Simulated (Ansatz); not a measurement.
**Worked example: CHCl2F + C4H8 → CH2ClF + C4H7Cl**

Gas-phase species: CHCl2F (dichlorofluoromethane) `FC(Cl)Cl`, singlet; C4H8 (1-butene) `C=CCC`, singlet; CH2ClF (chlorofluoromethane) `FCCl`, singlet; C4H7Cl `CC/C=C\Cl`, singlet. The partners trade Cl for H; both sit on C, so the bond types are kept.

Shapes, held fixed at every level: PBE0-D4/def2-TZVP. Flexible molecules stand in one conformer, not always the lowest. Programs: Ansatz 0.2.0. The zero-point and thermal change to 298 K, harmonic and unscaled (PBE0-D4/def2-TZVP), is +2.8 kJ/mol.

At CCSD(T)/CBS estimate; 1 Eh = 2625.50 kJ/mol:

| species | energy (Eh) |
| --- | --- |
| CHCl2F | -1057.983810 |
| C4H8 | -157.006727 |
| CH2ClF | -598.811393 |
| C4H7Cl | -616.184611 |

Work out ΔH(298 K) of the reaction at this level.


1. Products less reactants: (-598.811393) + (-616.184611) − [(-1057.983810) + (-157.006727)] = -0.005467 Eh = -14.4 kJ/mol.
2. With the thermal change: -14.4 + (+2.8) = -11.6 kJ/mol.

Other levels give -14.5 (BHLYP-D4/def2-TZVPP) to -9.6 kJ/mol (wB97M-V/def2-TZVPP). No measured value is set beside it here. The CBS estimate extrapolates MP2 from def2-TZVPP and def2-QZVPP and adds CCSD(T) − MP2 in the triple-zeta set, cores frozen.
